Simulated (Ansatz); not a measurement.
## Li: stiffness from a series of strains

```
CELL_PARAMETERS angstrom
-1.75000 1.75000 1.75000
1.75000 -1.75000 1.75000
1.75000 1.75000 -1.75000
ATOMIC_POSITIONS crystal
Li 0.00000 0.00000 0.00000
```

The cell is a measured one (Crystallography Open Database entry 9011628); the temperature and pressure of the measurement aren't taken into account, and nothing was relaxed.

These are results of DFT, PBE, all-electron LAPW, scalar-relativistic in Ansatz 0.2.0, not measurements.

Sampling and basis: a Γ-centred 15×15×15 k mesh, Fermi–Dirac smearing of 0.08 eV, basis error target 0.25 meV/atom, no spin polarisation.

The strain is applied along the Cartesian axes of the cell as listed (the other components stay zero). Fractional coordinates are held (clamped ions).

σ is the change of stress from the unstrained cell, which is at -0.70 GPa; tension is positive, so slopes are stress–strain coefficients at that pressure. In a metal the k mesh adds noise.

Only quantities that a quadratic follows smoothly over the whole series are listed; rougher ones are left out.

```csv
εxx = εyy,σzz (GPa),σxx (GPa)
-0.0300,-0.82,-0.75
-0.0100,-0.25,-0.23
0.0000,0.00,0.00
0.0100,0.23,0.21
0.0200,0.44,0.42
0.0300,0.62,0.61
```

**Question.** Fit the series and read off the stiffness at zero strain.

**Answer.** Least-squares fits y = p0 + p1 x + p2 x² to the rows give σzz (GPa): p1 = 24, p2 = -110; σxx (GPa): p1 = 22.6, p2 = -76. So 2 C12 = 24 GPa and C11 + C12 = 23 GPa.

**Question.** One run, at εxx = εyy = -0.0200, is withheld. Predict its row.

**Answer.** The fits give -0.52, -0.48; the run gave -0.53, -0.48.
